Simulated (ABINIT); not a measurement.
The system is Sb.

```xyz
2
Lattice="2.1542 1.2437 3.7580 -2.1542 1.2437 3.7580 0.0000 -2.4875 3.7580" Properties=species:S:1:pos:R:3 pbc="T T T"
Sb    0.0000    0.0000    8.6416
Sb    0.0000    0.0000    2.6324
```

Base run:

```yaml
Program: ABINIT 10.8.3 (patched build)
Functional: revPBE
Potentials_or_basis: JTH PAW PBE v2.0
Cutoff: 435 eV
k_mesh: 8 × 8 × 8
Occupations: fermi-dirac, width 0.05 eV
Spin: no spin polarisation
```

Its results: band gap on the k mesh none (metal or under the smearing width); pressure 3.6 GPa; largest force 0.196 eV/Å.

Problem. The run is repeated on the same cell with these changes: functional from revPBE to WC. What comes out?

Solution. Band gap on the k mesh none (metal or under the smearing width); pressure 0.1 GPa; largest force 0.121 eV/Å.

WC binds more tightly than revPBE, so the same cell stands under less pressure.

Caveats: the PAW data sets were made with another functional, which shifts forces and pressure a little.

Not every run made on this cell is shown here.
